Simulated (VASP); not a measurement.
Input of a VASP 6.6.1 run:

Contents of INCAR:

```
PREC     = Accurate       # precision mode
ENCUT    = 500            # plane-wave cutoff, eV
EDIFF    = 1E-6           # SCF threshold, eV
ISMEAR   = 0              # smearing method
SIGMA    = 0.02           # smearing width, eV
LREAL    = F              # projectors in reciprocal space
LASPH    = T              # aspherical terms in the spheres
NELM     = 100            # most SCF steps
ALGO     = Normal         # electronic algorithm
ISIF     = 2              # what is computed and relaxed
LWAVE    = F              # write WAVECAR
LCHARG   = F              # write CHGCAR
GGA      = PE             # functional
NBANDS   = 15             # bands
```

The input KPOINTS:

```
Automatic mesh
0
Gamma
  4 4 4
```

The input POSCAR:

```
NaCl
1.0
    0.0000000000      2.7940632177      2.7940632177
    2.7940632177      0.0000000000      2.7940632177
    2.7940632177      2.7940632177      0.0000000000
Cl Na
1 1
Direct
    0.5000000000      0.5000000000      0.5000000000
    0.0000000000      0.0000000000      0.0000000000
```

Potentials or basis: VASP PAW PBE potentials, release 64 (Cl_GW, Na_sv_GW).

Launch:

```bash
$ cat potpaw_PBE.64/Cl_GW/POTCAR potpaw_PBE.64/Na_sv_GW/POTCAR > POTCAR
$ mpirun -np 1 vasp_std > vasp.out
```

Q: Predict the band gap on the k mesh.

A: 5.22 eV, direct.

Q: What does it give for the pressure?

A: 1.3 GPa.

Caveat: the k mesh is coarse (spacing up to 0.49 Å⁻¹), so the values aren't converged. A hybrid or GW would open this gap; PBE tends to underestimate it.
